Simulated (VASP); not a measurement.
Input of a VASP 6.6.1 run:

Contents of run.py:

```python
from ase.calculators.vasp import Vasp
from ase.dft.bandgap import bandgap
from ase.spacegroup import crystal

atoms = crystal(
    ['As'],
    basis=[[0.0, 0.0, 0.226]],
    spacegroup=166,
    setting=1,
    cellpar=[3.7615938, 3.7615938, 10.54218598, 90.0, 90.0, 120.0],
    primitive_cell=True,
)
calc = Vasp(
    directory='calc',
    xc='rpbe',
    pp='PBE',
    setups='materialsproject',
    prec='Accurate',
    encut=520,
    ediff=1e-07,
    ismear=0,
    sigma=0.05,
    lreal=False,
    lasph=True,
    nelm=100,
    algo='Normal',
    isif=2,
    lwave=False,
    lcharg=False,
    kpts=[9, 9, 9],
    gamma=True,
    nbands=12,
)
atoms.calc = calc

print('energy (eV):', atoms.get_potential_energy())
print('free energy (eV):', atoms.get_potential_energy(force_consistent=True))
print('forces (eV/A):')
print(atoms.get_forces())
print('stress (eV/A^3, Voigt):', atoms.get_stress())
print('Fermi level (eV):', calc.get_fermi_level())
gap, top, bottom = bandgap(calc)
print('band gap (eV):', gap, 'from (spin, k, band)', top, 'to', bottom)
```

Potentials or basis: VASP PAW PBE potentials, release 64 (As).

Launch:

```console
$ python run.py
```

(1) Predict the pressure.

(2) What does it give for the largest force?

(3) Estimate the band gap on the k mesh.

Answers

(1) 5.7 GPa.

(2) 0.518 eV/Å.

(3) none (metal or under the smearing width).

Caveat: the PAW data sets were made with another functional, which shifts forces and pressure a little.
